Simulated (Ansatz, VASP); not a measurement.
Given: the input of a run of VASP 6.6.1 on BeTe.

The input INCAR:

```
PREC = Accurate ; ENCUT = 520
EDIFF = 1E-6 ; ISMEAR = -1
SIGMA = 0.03 ; LREAL = F
LASPH = T ; NELM = 80
ALGO = Normal ; ISIF = 2
LWAVE = F ; LCHARG = F
GGA = PE ; NBANDS = 11
```

Contents of KPOINTS:

```
Automatic mesh
0
Gamma
  4 4 4
```

Contents of POSCAR:

```
BeTe
1.0
    0.0000000000      2.7700000000      2.7700000000
    2.7700000000      0.0000000000      2.7700000000
    2.7700000000      2.7700000000      0.0000000000
Te Be
1 1
Direct
    0.7500000000      0.7500000000      0.7500000000
    0.0000000000      0.0000000000      0.0000000000
```

Potentials or basis: VASP PAW PBE potentials, release 64 (Te, Be).

Launch:

```console
$ cat potpaw_PBE.64/Te/POTCAR potpaw_PBE.64/Be/POTCAR > POTCAR
$ mpirun -np 1 vasp_std > vasp.out
```

**Question.** Translate it to Ansatz 0.2.0. Potentials there: all-electron LAPW, scalar-relativistic.

**Answer.** As run (the cutoff follows the program's own potentials):

input.yaml

```yaml
crystal:
  lattice:
    - [0.0, 2.77, 2.77]
    - [2.77, 0.0, 2.77]
    - [2.77, 2.77, 0.0]
  atoms:
    - { symbol: Te, position: [0.75, 0.75, 0.75] }
    - { symbol: Be, position: [0.0, 0.0, 0.0] }
kpoints:
  mp_grid: { grid: [4, 4, 4] }
scf:
  occupations: { method: fermi_dirac, width: 0.03 }
hamiltonian:
  xc: pbe
  pseudopotentials: { kind: all_electron, lapw: { basis_error: 0.003 } }
output:
  forces: true
  stress: true
  eigenvalues: true
```

Potentials or basis: all-electron LAPW, scalar-relativistic.

Launch:

```console
$ ansatz run input.yaml --threads 1 --pin off --max-ram 3072MiB --backend cpu --events-out ev --progress --plain --runs-dir out
```

Both were run:

|  | VASP | Ansatz | Ansatz less VASP |
| --- | --- | --- | --- |
| gap on the k mesh at the Fermi level (eV) | 1.84 | 1.85 | +0.016 |
| least direct gap on the mesh (eV) | 3.55 | 3.57 | +0.022 |
| pressure (GPa) | 5.0 | 4.8 | -0.17 |

Ansatz ran all-electron here, so the differences hold the error of VASP's frozen core and of both bases.

Caveats: the k mesh is coarse (spacing up to 0.49 Å⁻¹), so the values aren't converged; spin-orbit coupling is left out, which moves the levels of the heavy elements. Expect the measured gap to be larger: semilocal functionals such as PBE lack the derivative discontinuity. A k mesh can miss the band edges.
